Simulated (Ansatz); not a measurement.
## TiSi2 at several levels of theory

One geometry, relaxed with PBE, and single points on it; plane waves with PAW potentials in Ansatz, scalar-relativistic unless the row names spin-orbit coupling. No spin polarisation. Meshes are on the primitive cell of 6 atoms. Gaps are the least over mesh and band path; pressure is positive in compression. Smearing is Gaussian, 0.10 eV.

```xyz
6
Lattice="0.0000 4.1352 4.2796 2.4039 0.0000 4.2796 2.4039 4.1352 0.0000" Properties=species:S:1:pos:R:3 pbc="T T T"
Ti    3.6058    6.2028    6.4194
Ti    2.4039    4.1352    4.2796
Si    1.2019    0.7181    2.1398
Si    1.2019    3.4171    2.1398
Si    2.4039    1.3495    4.2796
Si    2.4039    6.9208    4.2796
```

```tsv
level	cutoff (eV)	k mesh	gap (eV)	pressure (GPa)	rough cost with bands (core-min)
PBE	420	10×10×10	0	0.0	2.9
r2SCAN	500	10×10×10	0	-2.3	4
LDA	420	10×10×10	0	-7.0	2.9
```